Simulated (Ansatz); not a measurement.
# Na: stress in a strained cell

Aim: deform Na (equal xy, yz and zx engineering shear strains of -2 %) and compute stress, forces and field gradients with LAPW, PAW and all-electron datasets made for the crystal.

Computed with Ansatz 0.2.0 (DFT PBE, scalar-relativistic, unless a step's input says otherwise).

### 1 The starting structure

Symmetry: Im-3m, No. 229, cubic system. The conventional cell has a = 4.235 Å, b = 4.235 Å, c = 4.235 Å, α = 90.00°, β = 90.00°, γ = 90.00°. Na (site symmetry m-3m) is surrounded by 8 Na at 3.67 Å.

Structure file:

```cif
data_structure
_symmetry_space_group_name_H-M 'P 1'
_symmetry_Int_Tables_number 1
_cell_length_a 3.6676
_cell_length_b 3.6676
_cell_length_c 3.6676
_cell_angle_alpha 109.471
_cell_angle_beta 109.471
_cell_angle_gamma 109.471
_cell_volume 37.98
loop_
_atom_site_label
_atom_site_type_symbol
_atom_site_fract_x
_atom_site_fract_y
_atom_site_fract_z
_atom_site_occupancy
Na1 Na 0.00000 0.00000 0.00000 1
```

### 2 The deformed structure

Space group Im-3m before, R-3m after.

### 3 LAPW, all electrons

Contents of input.yaml:

```yaml
crystal:
  lattice:
    - [-2.15985, 2.1175, 2.1175]
    - [2.1175, -2.15985, 2.1175]
    - [2.1175, 2.1175, -2.15985]
  atoms:
    - { symbol: Na, position: [0.0, 0.0, 0.0] }
kpoints:
  mp_grid: { grid: [12, 12, 12] }
  band_path:
    path:
      - [0.0, 0.0, 0.0]
      - [0.0, 0.0, 0.5]
      - [-0.5, 0.5, 0.5]
      - [-0.7548769728, 0.2451230272, 0.2451230272]
      - [0.2451230272, 0.2451230272, 0.2451230272]
      - [0.0, 0.0, 0.0]
      - [-0.5, 0.0, 0.5]
    npoints: 5
scf:
  occupations: { method: fermi_dirac, width: 0.05 }
hamiltonian:
  xc: pbe
  pseudopotentials: { kind: all_electron, lapw: { basis_error: 0.00025 } }
output:
  forces: true
  stress: true
  eigenvalues: true
```

Command:

```
ansatz run input.yaml --threads 1 --pin off --max-ram 3072MiB --backend cpu --events-out ev --progress --plain --runs-dir out
```

### 4 PAW on the default files

Contents of input.yaml:

```yaml
crystal:
  lattice:
    - [-2.15985, 2.1175, 2.1175]
    - [2.1175, -2.15985, 2.1175]
    - [2.1175, 2.1175, -2.15985]
  atoms:
    - { symbol: Na, position: [0.0, 0.0, 0.0] }
kpoints:
  mp_grid: { grid: [12, 12, 12] }
scf:
  occupations: { method: fermi_dirac, width: 0.05 }
hamiltonian:
  xc: pbe
  pseudopotentials: { kind: paw }
output:
  forces: true
  stress: true
  eigenvalues: true
  efg: { contact_densities: true }
```

### 5 Datasets made for this crystal

Changes to input.yaml since step 4:

```diff
@@ -13,3 +13,3 @@
   xc: pbe
-  pseudopotentials: { kind: paw }
+  pseudopotentials: { kind: all_electron, datasets: crystal }
 output:
```

(Steps that only read results are left out.)

What does the calculation give? Wanted: pressure; largest shear or deviatoric stress.

**Answer**, as computed:

```
                                 quantity                                              value
                                 pressure  LAPW -0.18, PAW -0.19, crystal datasets -0.18 GPa
largest shear or deviatoric stress (LAPW)                                           0.09 GPa
```

In words: The largest part of the stress beyond the pressure is 0.09 GPa in size. No run of the undeformed cell stands beside it, so the pressure holds what the given cell had before the change. PAW: stress within 0.01 GPa of LAPW. Crystal datasets: stress within 0.01 GPa of LAPW.
